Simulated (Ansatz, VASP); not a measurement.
NbC4 in VASP and in Ansatz

```
CELL_PARAMETERS angstrom
3.60729 0.00000 0.00000
0.00000 3.60729 0.00000
0.00000 0.00000 3.60729
ATOMIC_POSITIONS crystal
Nb 0.00000 0.00000 0.00000
C 0.34898 0.65102 0.65102
C 0.65102 0.34898 0.65102
C 0.65102 0.65102 0.34898
C 0.34898 0.34898 0.34898
```

Change from the starting cell: species swapped into the SnI4 type (P-43m, No. 215).

Alike in both runs: task relaxation of cell and atoms; functional PBE; k mesh 10 × 10 × 10; occupations gaussian, width 0.1 eV; no spin polarisation.

|  | VASP | Ansatz |
| --- | --- | --- |
| version | VASP 6.6.1 | Ansatz 0.2.0 |
| potentials or method | VASP PAW PBE potentials, release 64 (Nb_sv, C) | scalar-relativistic, plane waves, PAW |
| plane-wave cutoff (eV) | 600 | 420 |
| valence electrons in the cell | 29 | 29 |

```tsv
	VASP	Ansatz	Ansatz less VASP
gap on the k mesh at the Fermi level, each at its own relaxed structure (eV)	none	none	-
relaxed volume (Å³/atom)	9.36	9.37	+0.013
relaxed cell length with the largest relative difference (Å)	3.604	3.605	+0.0016
```

A gap of «none» marks a metal or a gap that the smearing closes.
